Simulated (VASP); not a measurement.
Wanted: the native input for a VASP 6.6.1 run.

```yaml
Task: relaxation of cell and atoms
Functional: PBE
Potentials_or_basis: VASP PAW PBE potentials, release 64 (Te, Pb_d)
Cutoff: 600 eV
k_mesh: 10 × 10 × 10
Occupations: gaussian, width 0.02 eV
Spin: no spin polarisation
Dipole_correction: no
Further_INCAR_settings: ALGO = Fast; EDIFF = 1e-06; IBRION = 2; EDIFFG = -0.002; NSW = 100; ISIF = 3
```

The structure of TePb (k07) lies in POSCAR:

```
TePb
1.0
    0.0000000000      3.2310000000      3.2310000000
    3.2310000000      0.0000000000      3.2310000000
    3.2310000000      3.2310000000      0.0000000000
Te Pb
1 1
Direct
    0.5000000000      0.5000000000      0.5000000000
    0.0000000000      0.0000000000      0.0000000000
```

These files were run (other wordings do the same):

INCAR

```
SYSTEM = TePb
ALGO = Fast ; EDIFF = 1E-6
EDIFFG = -0.002 ; ENCUT = 600
GGA = PE ; IBRION = 2
ISIF = 3 ; ISMEAR = 0
LASPH = .TRUE. ; LCHARG = .FALSE.
LREAL = .FALSE. ; LWAVE = .FALSE.
NELM = 100 ; NSW = 100
PREC = Accurate ; SIGMA = 0.02
```

KPOINTS

```
k-points
0
G
  10 10 10
  0 0 0
```

Potentials or basis: VASP PAW PBE potentials, release 64 (Te, Pb_d).

Launch:

```console
$ cat potpaw_PBE.64/Te/POTCAR potpaw_PBE.64/Pb_d/POTCAR > POTCAR
$ mpirun -np 1 vasp_std > vasp.out
```

It gave:

```json
{"Relaxed volume": "35.41 Å³/atom", "Relaxed cell": "a = 4.644 Å, b = 4.644 Å, c = 4.644 Å, α = 60.00°, β = 60.00°, γ = 60.00°", "Space group after relaxing (to 0.05 Å)": "Fm-3m (No. 225)", "Energy gained by relaxing": "10.6 meV/atom", "Ionic steps": "5", "Pressure after relaxing": "0.0 GPa", "Band gap on the k mesh": "0.83 eV, direct"}
```

Caveat: spin-orbit coupling is left out, which as a rule narrows the gap of such compounds by several tenths of an eV.

Wall time 2.1 min on 1 thread of Intel(R) Xeon(R) Platinum 8488C (Sapphire Rapids), on a shared host, peak memory 0.28 GiB.
